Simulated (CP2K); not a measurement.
**CO2 in CP2K: the effect of functional**

CO2:

```
O C
1.0
     4.10897    0.00000    0.00000
     0.31284    4.09704    0.00000
    -2.21091   -2.04852    2.79269
O C
4 2
Direct
  0.87500 0.95980 0.58480
  0.37500 0.29020 0.41520
  0.04020 0.62500 0.91520
  0.70980 0.12500 0.08480
  0.00000 0.00000 0.00000
  0.75000 0.25000 0.50000
```

The cell comes from a database or a generator and needn't be the stable form of this composition.

Alike in all runs:

| Item | Value |
| --- | --- |
| Program | CP2K 2026.2 |
| Task | band structure |
| Potentials or basis | POTENTIAL_UZH O GTH-PBE-q6, C GTH-PBE-q4; DZVP-MOLOPT-PBE-GTH basis |
| Density cutoff | 11565 eV |
| k mesh | 9 × 9 × 9 |
| Occupations | fermi-dirac, width 0.05 eV |
| Spin | no spin polarisation |

```csv
functional,gap on the mesh (eV),pressure (GPa),largest force (eV/Å)
LDA,7.62,-2.7,0.36
PBEsol,7.66,0.0,0.36
r2SCAN,?,?,?
```

Problem. What does the run with functional r2SCAN give?

Solution. gap on the mesh 8.49 eV; pressure -1.0 GPa; largest force 0.44 eV/Å.

Caveats: the potentials were made for another functional, which shifts forces and pressure; the basis of atomic orbitals isn't converged, which shifts pressures, moduli and gaps.

